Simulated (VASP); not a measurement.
**PbO (Litharge) under changes of volume**

One of the cells (20.339 Å³/atom); the others are scaled copies at fixed shape and fractional positions:

```
CELL_PARAMETERS angstrom
4.01642 0.00000 0.00000
0.00000 4.01642 0.00000
0.00000 0.00000 5.04318
ATOMIC_POSITIONS crystal
Pb 0.50000 0.00000 0.76000
Pb 0.00000 0.50000 0.24000
O 0.50000 0.50000 0.00000
O 0.00000 0.00000 0.00000
```

| Quantity | Value |
| --- | --- |
| Program | VASP 6.6.1 |
| Functional | PBEsol |
| Potentials or basis | VASP PAW PBE potentials, release 64 (Pb_d, O) |
| Cutoff | 520 eV |
| k mesh | 7 × 7 × 6 |
| Occupations | fermi-dirac, width 0.05 eV |
| Spin | no spin polarisation |

| volume (Å³/atom) | energy over the lowest point (meV/atom) | pressure (GPa) | gap on the mesh (eV) | largest force (eV/Å) |
| --- | --- | --- | --- | --- |
| 18.744 | 14.87 | 4.9 | 1.26 | 0.576 |
| 19.142 | 4.92 | 2.8 | 1.30 | 0.266 |
| 19.541 | 0.00 | 0.9 | 1.34 | 0.022 |
| 20.339 | ? | ? | ? | ? |
| 20.738 | 10.39 | -3.7 | 1.42 | 0.763 |
| 21.136 | 20.83 | -4.9 | 1.44 | 0.974 |

Question: What does the run at 20.339 Å³/atom give?

Answer: Energy over the lowest point 3.19 meV/atom; pressure -2.4 GPa; gap on the mesh 1.40 eV; largest force 0.535 eV/Å.

Worked out: A Birch-Murnaghan fit of order 3 (a polynomial in V^(-2/3)) to the other rows has its minimum at 19.78 Å³/atom with B0 = V·E''(V) = 84 GPa and B' = 4.5 at fixed shape and positions, which overstates the stiffness. It gives 3.17 meV/atom at 20.339 Å³/atom, against the run's 3.19, and -dE/dV = -2.2 GPa, against -2.4. A parabola through the other rows of the gap, of slope 1.28 eV per unit of ln V there, gives 1.40 eV, against the run's 1.40.

Energies are extrapolated to zero smearing.

Caveats: the PAW data sets were made with another functional, which shifts forces and pressure a little; spin-orbit coupling is left out, which as a rule narrows the gap of such compounds by several tenths of an eV; an odd mesh through Γ misses points on the zone boundary, where band edges often lie.
